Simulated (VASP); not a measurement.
Input of a VASP 6.6.1 run:

Contents of INCAR:

```
ALGO     = Fast           # electronic algorithm
EDIFF    = 1E-6           # SCF threshold, eV
ENCUT    = 520            # plane-wave cutoff, eV
GGA      = PE             # functional
ISIF     = 2              # what is computed and relaxed
ISMEAR   = 0              # smearing method
LASPH    = T              # aspherical terms in the spheres
LCHARG   = F              # write CHGCAR
LREAL    = F              # projectors in reciprocal space
LWAVE    = F              # write WAVECAR
NBANDS   = 25             # bands
NELM     = 100            # most SCF steps
PREC     = Accurate       # precision mode
SIGMA    = 0.01           # smearing width, eV
```

Contents of KPOINTS:

```
k-points
0
Gamma
  4 4 6
```

The input POSCAR:

```
MgF2
1.0
    4.6220162603      0.0000000000      0.0000000000
    0.0000000000      4.6220162603      0.0000000000
    0.0000000000      0.0000000000      3.0461115452
Mg F
2 4
Direct
    0.0000000000      0.0000000000      0.0000000000
    0.5000000000      0.5000000000      0.5000000000
    0.3029506052      0.3029506052      0.0000000000
    0.1970493948      0.8029506052      0.5000000000
    0.6970493948      0.6970493948      0.0000000000
    0.8029506052      0.1970493948      0.5000000000
```

Potentials or basis: VASP PAW PBE potentials, release 64 (Mg, F).

The run is started by

```console
$ cat potpaw_PBE.64/Mg/POTCAR potpaw_PBE.64/F/POTCAR > POTCAR
$ mpirun -np 1 vasp_std > vasp.out
```

**Question.** Estimate the largest force.

**Answer.** 0.026 eV/Å.

**Question.** What does it give for the pressure?

**Answer.** 4.1 GPa.

**Question.** What does it give for the band gap on the k mesh?

**Answer.** 7.12 eV, direct.

Forces in eV/Å, atoms in the order of the input:
```
Mg   0.000  0.000  0.000
Mg   0.000  0.000  0.000
F   -0.018 -0.018  0.000
F    0.018 -0.018  0.000
F    0.018  0.018  0.000
F   -0.018  0.018  0.000
```
